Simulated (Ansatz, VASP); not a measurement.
# Two plane-wave programs on Cd

```
CELL_PARAMETERS angstrom
2.94335 0.00000 0.00000
-1.47168 2.54902 0.00000
0.00000 0.00000 3.23172
ATOMIC_POSITIONS crystal
Cd 0.00000 0.00000 0.00000
```

Alike in both runs: functional r2SCAN; k mesh 21 × 21 × 18; occupations gaussian, width 0.1 eV; no spin polarisation.

Ansatz relaxed the structure, and its values are those at the end. VASP's run is a single point on that final structure, the one shown.

```csv
,VASP,Ansatz
version,VASP 6.6.1,Ansatz 0.2.0
potentials or method,"VASP PAW PBE potentials, release 64 (Cd)","scalar-relativistic, plane waves, PAW"
plane-wave cutoff (eV),520,500
valence electrons in the cell,12,20
```

```tsv
	VASP	Ansatz	Ansatz less VASP
gap on the k mesh at the Fermi level (eV)	none	none	-
pressure (GPa)	0.3	0.0	-0.29
```

A gap of «none» marks a metal or a gap that the smearing closes. The two sets of potentials don't hold the same shells in valence.

Caveats: the PAW data sets were made with another functional, which shifts forces and pressure a little (VASP).
